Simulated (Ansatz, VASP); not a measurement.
# MgB2: VASP beside Ansatz

```
CELL_PARAMETERS angstrom
3.07645 0.00000 0.00000
-1.53822 2.66428 0.00000
0.00000 0.00000 3.52030
ATOMIC_POSITIONS crystal
Mg 0.00000 0.00000 0.00000
B 0.33333 0.66667 0.50000
B 0.66667 0.33333 0.50000
```

Alike in both runs: functional PBE; k mesh 12 × 12 × 9; occupations fermi-dirac, width 0.1 eV; no spin polarisation.

Ansatz relaxed the structure, and its values are those at the end. VASP's run is a single point on that final structure, the one shown.

|  | VASP | Ansatz |
| --- | --- | --- |
| version | VASP 6.6.1 | Ansatz 0.2.0 |
| potentials or method | VASP PAW PBE potentials, release 64 (Mg, B) | PAW plane waves |
| plane-wave cutoff (eV) | 520 | 420 |
| valence electrons in the cell | 8 | 16 |

Ansatz gave:

```
gap on the k mesh at the Fermi level (eV) : none
pressure (GPa)                            : 0.0
```

**Question.** Which values does VASP return?

**Answer.** gap on the k mesh at the Fermi level (eV): none; pressure (GPa): -0.3.

A gap of «none» marks a metal or a gap that the smearing closes. The functional is the same, so the differences come from potentials, cutoffs and numerics. The two sets of potentials don't hold the same shells in valence.
